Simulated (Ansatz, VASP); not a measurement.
# Sb4Pt: VASP beside Ansatz

The input INCAR:

```
PREC = Accurate
ENCUT = 520
EDIFF = 1E-6
ISMEAR = 0
SIGMA = 0.1
LREAL = False
LASPH = True
NELM = 100
ALGO = Normal
ISIF = 2
LWAVE = False
LCHARG = False
GGA = PE
NBANDS = 23
```

KPOINTS

```
regular mesh
0
Gamma
  8 8 8
```

The input POSCAR:

```
Sb4Pt
1.0
   -3.2813589728      3.2813589728      3.2813589728
    3.2813589728     -3.2813589728      3.2813589728
    3.2813589728      3.2813589728     -3.2813589728
Sb Pt
4 1
Direct
    0.5000000000      0.5000000000      0.5000000000
    0.0000000000      0.0000000000      0.5000000000
    0.0000000000      0.5000000000      0.0000000000
    0.5000000000      0.0000000000      0.0000000000
    0.0000000000      0.0000000000      0.0000000000
```

Input for Ansatz:

```yaml
crystal:
  lattice:
    - [-3.2813589728, 3.2813589728, 3.2813589728]
    - [3.2813589728, -3.2813589728, 3.2813589728]
    - [3.2813589728, 3.2813589728, -3.2813589728]
  atoms:
    - { symbol: Sb, position: [0.5, 0.5, 0.5] }
    - { symbol: Sb, position: [0.0, 0.0, 0.5] }
    - { symbol: Sb, position: [0.0, 0.5, 0.0] }
    - { symbol: Sb, position: [0.5, 0.0, 0.0] }
    - { symbol: Pt, position: [0.0, 0.0, 0.0] }
basis:
  ecutwfc: 420
kpoints:
  mp_grid: { grid: [8, 8, 8] }
  band_path:
    path:
      - [[0.0, 0.0, 0.0], [0.5, -0.5, 0.5], [0.0, 0.0, 0.5], [0.0, 0.0, 0.0], [0.25, 0.25, 0.25], [0.5, -0.5, 0.5]]
      - [[0.25, 0.25, 0.25], [0.0, 0.0, 0.5]]
    npoints: 14
hamiltonian:
  xc: pbe
scf:
  occupations: { method: gaussian, width: 0.1 }
  n_extra_bands: 12
output:
  forces: true
  stress: true
  eigenvalues: true
  populations: true
  dos: { projected: true, de: 0.02, nscf_kmesh: { grid: [10, 10, 10] } }
  bader: true
  write_density: true
  write_potential: true
  elf: true
  volumetric_format: npy
```

The cell was built by a generator and needn't be a form met in nature.

Alike in both runs: task single point; functional PBE; k mesh 8 × 8 × 8; occupations gaussian, width 0.1 eV; no spin polarisation.

```csv
,VASP,Ansatz
version,VASP 6.6.1,Ansatz 0.2.0
potentials or method,"VASP PAW PBE potentials, release 64 (Sb, Pt)","scalar-relativistic, plane waves, PAW"
plane-wave cutoff (eV),520,420
valence electrons in the cell,30,78
```

|  | VASP | Ansatz | Ansatz less VASP |
| --- | --- | --- | --- |
| gap on the k mesh at the Fermi level (eV) | none | none | - |
| pressure (GPa) | -0.2 | 0.0 | +0.16 |

A gap of «none» marks a metal or a gap that the smearing closes. The functional is the same, so the differences come from potentials, cutoffs and numerics. The two sets of potentials don't hold the same shells in valence.

The runs have no spin-orbit coupling, so splittings on Pt, Sb are missing.
